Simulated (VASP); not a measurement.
# CdS in VASP: how settings move the PBE single point

Aim: see what changed inputs do to the PBE single point of CdS (zincblende), under +1.0 % biaxial strain in x and y, free along z.

Program: VASP 6.6.1. PAW datasets, plane waves. Calculated at 0 K for a non-magnetic (in the reference) cell.

## (1) Starting point

The cell comes from an earlier relaxation with r2SCAN in another program, then strained, with the atoms relaxed again. Some of the altered inputs switch spin polarisation on.

The symmetry is I-4m2 (No. 119, tetragonal); a = 4.198 Å, c = 5.788 Å in the conventional setting, 25.50 Å³ an atom. Cd has 4 S at 2.55 Å; S has 4 Cd at 2.55 Å.

Structure file:

```xyz
2
Lattice="0.0000 2.9686 2.8941 2.9686 0.0000 2.8941 2.9686 2.9686 0.0000" Properties=species:S:1:pos:R:3 pbc="T T T"
Cd    0.0000    0.0000    0.0000
S     1.4843    1.4843    1.4470
```

## (2) Baseline

File INCAR:

```
ENCUT = 520.000000
SIGMA = 0.020000
EDIFF = 1.00e-07
GGA = PE
PREC = Accurate
IBRION = -1
ISIF = 2
ISMEAR = -1
NBANDS = 16
NELM = 120
NSW = 0
LASPH = .TRUE.
LCHARG = .FALSE.
LWAVE = .FALSE.
LREAL = .FALSE.
```

File KPOINTS:

```
KPOINTS created by Atomic Simulation Environment
0
Gamma
8 8 8
0 0 0
```

File POSCAR:

```
Cd S
 1.0000000000000000
     0.0000000000000000    2.9686069915000002    2.8940821448000000
     2.9686069915000002    0.0000000000000000    2.8940821448000000
     2.9686069915000002    2.9686069915000002    0.0000000000000000
 Cd  S
   1   1
Cartesian
  0.0000000000000000  0.0000000000000000  0.0000000000000000
  1.4843034957499999  1.4843034957499999  1.4470410724000000
```

A file KPOINTS_OPT adds named points for the levels; it doesn't enter the self-consistent loop.

Potentials: the recommended PBE PAW datasets, 18 valence electrons.

Command:

```bash
> mpirun -np 1 vasp_std
```

## (3) Variant 1

File INCAR:

```
ENCUT = 520.000000
SIGMA = 0.020000
EDIFF = 1.00e-07
GGA = PE
IBRION = -1
ISIF = 2
ISMEAR = -1
NBANDS = 16
NELM = 120
NSW = 0
LCHARG = .FALSE.
LWAVE = .FALSE.
LREAL = .FALSE.
LASPH = .FALSE.
PREC = Single
```

KPOINTS is that of step 2.

POSCAR is that of step 2.

## (4) Variant 2

File INCAR:

```
ENCUT = 520.000000
EDIFF = 1.00e-07
GGA = PE
PREC = Accurate
IBRION = -1
ISIF = 2
NBANDS = 16
NSW = 0
LASPH = .TRUE.
LCHARG = .FALSE.
LWAVE = .FALSE.
LREAL = .FALSE.
ISPIN = 2
MAGMOM = 3 3
ISMEAR = 1
SIGMA = 0.1
NELM = 71
```

KPOINTS is that of step 2.

POSCAR is that of step 2.

## (5) Variant 3

File INCAR:

```
ENCUT = 520.000000
EDIFF = 1.00e-07
GGA = PE
PREC = Accurate
IBRION = -1
ISIF = 2
NBANDS = 16
NSW = 0
LASPH = .TRUE.
LCHARG = .FALSE.
LWAVE = .FALSE.
LREAL = .FALSE.
ISMEAR = -5
SIGMA = 0.3
MAXMIX = 40
LDAU = .TRUE.
LDAUTYPE = 2
LDAUL = 2 -1
LDAUU = 8.0 0
LDAUJ = 0 0
LMAXMIX = 4
NELM = 55
```

KPOINTS is that of step 2.

POSCAR is that of step 2.

**Question.** What will these runs give? Wanted: for each run, changed; ending; energy change; pressure; electronic steps; usable.

**Answer**, as computed:

| run | changed | ending | energy change (meV/atom) | pressure (GPa) | gap on the mesh (eV; negative: overlap) | electronic steps | time | usable |
| --- | --- | --- | --- | --- | --- | --- | --- | --- |
| ref. | – | converged | 0 | 1.4 | 1.04 | 15 | 43 s | yes |
| 1 | LASPH = .FALSE., PREC = Single | converged | 0.1 | 1.4 | 1.04 | 15 | 27 s | yes |
| 2 | ISPIN = 2, MAGMOM = 3 3, ISMEAR = 1, SIGMA = 0.1, NELM = 71 | converged | 0.0 | 1.4 | – | 17 | 84 s | yes |
| 3 | ISMEAR = -5, SIGMA = 0.3, MAXMIX = 40, LDAU = .TRUE., LDAUTYPE = 2, LDAUL = 2 -1, LDAUU = 8.0 0, LDAUJ = 0 0, LMAXMIX = 4, NELM = 55 | converged | – | -0.4 | 1.51 | 16 | 33 s | yes |

Of 3 altered inputs, 3 gave usable results. Among the usable ones with comparable energies, «LASPH = .FALSE., PREC = Single» moves the energy most, by 0.1 meV/atom.
